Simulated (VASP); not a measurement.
A run of VASP 6.6.1 is set up as follows.

File INCAR:

```
ALGO = Fast
EDIFF = 1E-7
ENCUT = 520
GGA = CA
ISIF = 2
ISMEAR = 0
ISPIN = 2
LASPH = True
LCHARG = True
LDAU = True
LDAUJ = 0 0
LDAUL = 2 -1
LDAUPRINT = 1
LDAUTYPE = 2
LDAUU = 4 0
LELF = True
LMAXMIX = 4
LORBIT = 11
LREAL = False
LVHAR = True
LWAVE = False
MAGMOM = 0.5 0 0
NBANDS = 22
NELM = 60
NUPDOWN = 1
PREC = Accurate
SIGMA = 0.05
```

Contents of KPOINTS:

```
k-points
0
Gamma
  6 6 4
```

POSCAR

```
PtSe2
1.0
    3.2802082100     -2.0108328800      0.0000000000
    3.2802082100      2.0108328800      0.0000000000
   -0.0032294100      0.0000000000      4.6257814300
Pt Se
1 2
Direct
    0.0000000000      0.0000000000      0.0000000000
    0.6879000000      0.6879000000      0.2889000000
    0.3121000000      0.3121000000      0.7111000000
```

Potentials or basis: VASP PAW LDA potentials, release 64 (Pt, Se).

Run with:

```sh
$ cat potpaw_LDA.64/Pt/POTCAR potpaw_LDA.64/Se/POTCAR > POTCAR
$ mpirun -np 1 vasp_std > vasp.out
```

(1) Predict the largest force.

(2) Estimate the pressure.

## Answers

(1) 1.030 eV/Å.

(2) -9.6 GPa.

Caveat: the total moment is fixed, so each spin has its own Fermi level; forces of over 1 eV/Å show positions far from the minimum, so gaps and moduli don't describe the material at rest.
